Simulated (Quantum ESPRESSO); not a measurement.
TePb:

```
CELL_PARAMETERS angstrom
0.00000 3.23100 3.23100
3.23100 0.00000 3.23100
3.23100 3.23100 0.00000
ATOMIC_POSITIONS crystal
Pb 0.00000 0.00000 0.00000
Te 0.50000 0.50000 0.50000
```

```yaml
Program: Quantum ESPRESSO 7.5
Task: phonons
Functional: PBE
Potentials_or_basis: GBRV 1.5 PBE
Cutoff: 612 eV
Density_cutoff: 4898 eV
k_mesh: 6 × 6 × 6, shifted
Occupations: fermi-dirac, width 0.05 eV
Spin: no spin polarisation
Mixing_beta: 0.5
Most_SCF_iterations: 120
SCF_threshold: 4e-10 Ry
```

The cell and the atoms were relaxed first, to 35.29 Å³/atom (a = 4.639 Å, b = 4.639 Å, c = 4.639 Å, α = 60.00°, β = 60.00°, γ = 60.00°), and the response was taken there.

The first run showed a gap, so the response started from a second, tighter run with fixed occupations.

Where do the zone-centre optical modes lie?

T1u at 25 cm⁻¹ (IR). Polar modes are given without the macroscopic field (transverse values).

Optical modes at Γ, degenerate ones joined, polar ones without the macroscopic field:
| cm⁻¹ | components | symmetry | active in | IR intensity, summed ((D/Å)²/amu) |
| --- | --- | --- | --- | --- |
| 25 | 3 | T1u | IR | 28.91 |

Zone-centre frequencies without and with the macroscopic field along z (cm⁻¹):
```
                optical modes in rising order
       without                       25 25 25
with the field                      25 25 107
```

Born effective charge tensors (e):
atom 1, Pb
```
5.75 0.00 0.00
0.00 5.75 0.00
0.00 0.00 5.75
```
atom 2, Te
```
-5.74  0.00  0.00
 0.00 -5.74  0.00
 0.00  0.00 -5.74
```
